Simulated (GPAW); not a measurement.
Input of a GPAW 26.7.0 run:

The input run.py:

```python
import numpy as np
from ase import Atoms
from ase.dft.bandgap import bandgap
from ase.io import write
from gpaw import GPAW, PW
from gpaw.response.df import DielectricFunction

atoms = Atoms(['Sn', 'Sn', 'O', 'O'],
              cell=[[3.81369522, 0.0, 0.0],
                    [0.0, 3.81369522, 0.0],
                    [0.0, 0.0, 4.8869133]],
              scaled_positions=[[0.5, 0.0, 0.76462614],
                                [0.0, 0.5, 0.23537386],
                                [0.0, 0.0, 0.0],
                                [0.5, 0.5, 0.0]],
              pbc=True)

calc = GPAW(mode=PW(600),
            xc='PBE',
            kpts={'size': (6, 6, 5), 'gamma': True},
            occupations={'name': 'fermi-dirac', 'width': 0.001},
            nbands=33,
            convergence={'density': 1e-06},
            maxiter=150,
            txt='gpaw.txt')
atoms.calc = calc
energy = atoms.get_potential_energy()
calc.write('gs.gpw')
write('result.traj', atoms)
print(f'Energy: {energy:.6f} eV')
print('Fermi level:', round(calc.get_fermi_level(), 4), 'eV')
print(f'Gap: {bandgap(calc)[0]:.4f} eV, direct: {bandgap(calc, direct=True)[0]:.4f} eV')

for size in [(9, 9, 7)]:
    name = 'x'.join(str(n) for n in size)
    dense = calc.fixed_density(kpts={'size': size, 'gamma': True},
                               nbands=66, convergence={'bands': 60, 'eigenstates': 1e-7},
                               update_fermi_level=True, txt=f'dense-{name}.txt')
    dense.write(f'{name}.gpw', mode='all')
    df = DielectricFunction(f'{name}.gpw', frequencies=np.array([0.0]), hilbert=False, eta=0.001,
                            ecut=80, nbands=60, intraband=False, txt=f'df-{name}.txt')
    for xc in ['RPA']:
        for direction in ['x', 'y', 'z', [0, 1, 1], [1, 0, 1], [1, 1, 0]]:
            e0, e = df.get_macroscopic_dielectric_constant(xc=xc, direction=direction)
            print(f'{name} {xc} {direction}: {e0:.4f} without, {e:.4f} with local fields')
```

Potentials or basis: GPAW PAW data sets (gpaw-data 1.2.1), pw.

Launch:

```sh
$ OMP_NUM_THREADS=1 python run.py
```

Question: What does it give for the electronic dielectric tensor (diagonal)?

Answer: 7.57, 7.57, 6.71.

Question: Estimate the band gap on the k mesh.

Answer: 0.15 eV, indirect (least direct gap 2.02 eV).

Electronic dielectric tensor:
```
7.57 0.00 0.00
0.00 7.57 0.00
0.00 0.00 6.71
```

Caveat: the gap is small at this level, which inflates the dielectric constant; the long-wavelength limit can be off by a per cent or two; spin-orbit coupling is left out, which moves the levels of the heavy elements; an odd mesh through Γ misses points on the zone boundary, where band edges often lie.
